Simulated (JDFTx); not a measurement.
## NaCl under changes of volume

One of the cells (21.478 Å³/atom); the others are scaled copies at fixed shape and fractional positions:

```xyz
2
Lattice="3.5022 0.0000 0.0000 0.0000 3.5022 0.0000 0.0000 0.0000 3.5022" Properties=species:S:1:pos:R:3 pbc="T T T"
Cl    1.7511    1.7511    1.7511
Na    0.0000    0.0000    0.0000
```

Measurements of this composition are mostly on another form, of space group No. 225.

| Property | Result |
| --- | --- |
| Program | JDFTx 1.7.0 (patched build) |
| Functional | LDA |
| Potentials or basis | PseudoDojo-SR-LDA-0.4.1-standard with smoothed tails |
| Cutoff | 1197 eV |
| Density cutoff | 9578 eV |
| k mesh | 8 × 8 × 8 |
| Occupations | fermi-dirac, width 0.05 eV |
| Spin | no spin polarisation |

```csv
volume (Å³/atom),energy over the lowest point (meV/atom),pressure (GPa),gap on the mesh (eV)
20.189,0.00,-1.7,3.81
20.619,5.20,-2.2,3.73
21.048,11.75,-2.7,3.67
21.478,19.48,-3.1,3.60
21.907,28.24,-3.4,3.54
22.337,37.90,-3.8,3.48
22.766,?,?,?
```

**Question.** What does the run at 22.766 Å³/atom give?

**Answer.** Energy over the lowest point 48.35 meV/atom; pressure -4.0 GPa; gap on the mesh 3.43 eV.

Worked out: A Birch-Murnaghan fit of order 3 (a polynomial in V^(-2/3)) to the other rows has no minimum within the range. It gives 48.32 meV/atom at 22.766 Å³/atom, against the run's 48.35, and -dE/dV = -4.0 GPa, against -4.0. A straight line through the other rows of the gap, of slope -3.24 eV per unit of ln V, extrapolates to 3.42 eV, against the run's 3.43.

Energies are extrapolated to zero smearing.

A mesh can miss the band edges.
